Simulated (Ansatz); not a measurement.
# C under changes of volume

One of the cells (5.672 Å³/atom); the others are scaled copies at fixed shape and fractional positions:

```
C
1.0
     0.00000    1.78337    1.78337
     1.78337    0.00000    1.78337
     1.78337    1.78337    0.00000
C
2
Direct
  0.75000 0.75000 0.75000
  0.50000 0.50000 0.50000
```

This isn't the form of C at room conditions, which is graphite.

| Property | Result |
| --- | --- |
| Program | Ansatz 0.2.0 |
| Functional | revPBE0 |
| Potentials or basis | Ansatz PAW |
| Cutoff | 420 eV (not typed: the program's choice for these potentials) |
| k mesh | 7 × 7 × 7 |
| Occupations | fermi-dirac, width 0.05 eV |
| Spin | no spin polarisation |

```csv
volume (Å³/atom),energy over the lowest point (meV/atom),pressure (GPa),gap on the mesh (eV)
5.332,21.39,26.1,6.31
5.445,6.96,14.9,6.25
5.558,0.00,4.6,6.21
5.672,0.11,-4.7,6.16
5.785,6.57,-13.2,6.11
5.899,18.70,-20.9,6.07
6.012,?,?,?
```

What does the run at 6.012 Å³/atom give?

Energy over the lowest point 36.15 meV/atom; pressure -28.0 GPa; gap on the mesh 6.03 eV.

Worked out: A Birch-Murnaghan fit of order 3 (a polynomial in V^(-2/3)) to the other rows has its minimum at 5.61 Å³/atom with B0 = V·E''(V) = 464 GPa and B' = 3.9. It gives 35.98 meV/atom at 6.012 Å³/atom, against the run's 36.15, and -dE/dV = -27.9 GPa, against -28.0. A straight line through the other rows of the gap, of slope -2.36 eV per unit of ln V, extrapolates to 6.02 eV, against the run's 6.03.

Energies are extrapolated to zero smearing.

Caveats: all runs use coarse meshes; odd divisions of the mesh miss points on the zone boundary, where band edges often lie, so the gap on the mesh can be too wide; the PAW data sets come from PBE, with cores solved anew for the run's functional, which leaves a small shift of forces and pressure; the thresholds are loose for stress.

A mesh can miss the band edges.
